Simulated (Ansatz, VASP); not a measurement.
# Two plane-wave programs on B

Contents of INCAR:

```
  PREC = Accurate
  ENCUT = 520
  EDIFF = 1E-6
  ISMEAR = -1
  SIGMA = 0.1
  LREAL = False
  LASPH = True
  NELM = 80
  ALGO = Normal
  ISIF = 2
  LWAVE = False
  LCHARG = True
  GGA = RE
  LELF = True
  LVHAR = True
  NBANDS = 8
```

File KPOINTS:

```
regular mesh
0
Gamma
  18 18 18
```

POSCAR

```
B
1.0
    1.8400255239      0.0000000000      0.0000000000
    0.0000000000      1.8400255239      0.0000000000
    0.0000000000      0.0000000000      1.8400255239
B
1
Direct
    0.0000000000      0.0000000000      0.0000000000
```

Input for Ansatz:

```yaml
crystal:
  lattice:
    - [1.8400255239, 0.0, 0.0]
    - [0.0, 1.8400255239, 0.0]
    - [0.0, 0.0, 1.8400255239]
  atoms:
    - { symbol: B, position: [0.0, 0.0, 0.0] }
hamiltonian:
  xc: revpbe
  pseudopotentials:
    kind: paw
    azcp:
      B: "pseudopotentials/B.paw.azcp"
basis:
  ecutwfc: 420
  fft_grid_basis: typed
kpoints:
  mp_grid: { grid: [18, 18, 18], shift: [0, 0, 0] }
magnetization:
  spin_polarized: false
scf:
  occupations: { method: fermi_dirac, width: 0.1 }
  lower_state_search: "off"
output:
  stress: true
```

Alike in both runs: task single point; functional revPBE; k mesh 18 × 18 × 18; occupations fermi-dirac, width 0.1 eV; no spin polarisation.

```csv
,VASP,Ansatz
version,VASP 6.6.1,Ansatz 0.2.0
potentials or method,"VASP PAW PBE potentials, release 64 (B)","plane waves (420 eV) with PAW, scalar-relativistic"
plane-wave cutoff (eV),520,420
valence electrons in the cell,3,3
```

|  | VASP | Ansatz | Ansatz less VASP |
| --- | --- | --- | --- |
| pressure (GPa) | 22.9 | 23.0 | +0.06 |

Caveats: so large a pressure means that the cell lies far from this level's equilibrium, or that cutoff or potentials fall short (VASP); the potentials were made for another functional, which shifts forces and pressure (VASP).
